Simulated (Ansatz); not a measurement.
An input for Ansatz 0.2.0 (In):

input.yaml

```yaml
crystal:
  lattice:
    - [-1.62547, 1.62547, 2.4737]
    - [1.62547, -1.62547, 2.4737]
    - [1.62547, 1.62547, -2.4737]
  atoms:
    - { symbol: In, position: [0.0, 0.0, 0.0], spin: 0.36, spin_axis: [-0.35, 0.081, 0.018] }
hamiltonian:
  xc: pbe
  pseudopotentials: { kind: paw }
magnetization:
  noncollinear: true
  spin_orbit: false
kpoints:
  mp_grid: { grid: [11, 11, 11] }
scf:
  occupations: { method: tetrahedron }
  n_extra_bands: 14
  mixing: { preconditioner: kerker }
output:
  wannier:
    kmesh: [6, 6, 6]
    projections: [{ site: 0, l: s }, { site: 0, l: p }]
    minimise: true
    write_xyz: true
    disentanglement: { window: [-5.7, 26.3], frozen_window: [-2.7, 10.8] }
```

Potentials or basis: Ansatz PAW.

Run with:

```console
$ ansatz run input.yaml --threads 1 --pin off --max-ram 2560MiB --backend cpu --events-out ev --progress --plain --runs-dir out
```

**Question.** How does this run end?

**Answer.** The run stopped without a result. It printed:

Output:

```text
Error: inconsistent input (output.wannier, hamiltonian.pseudopotentials): output.wannier: this run bears a moment on two components, which the operations that turn it do not keep. On PAW files bands that the crystal's symmetry makes degenerate can then part by more than the end of the set can be checked for, and the set is refused — use norm-conserving pseudopotentials; or set crystal.symmetry: { detect: false, analysis: as_solved } (a key that needs symmetry detection or time reversal refuses this as the deck is read), under which the count is checked by the level width alone
```
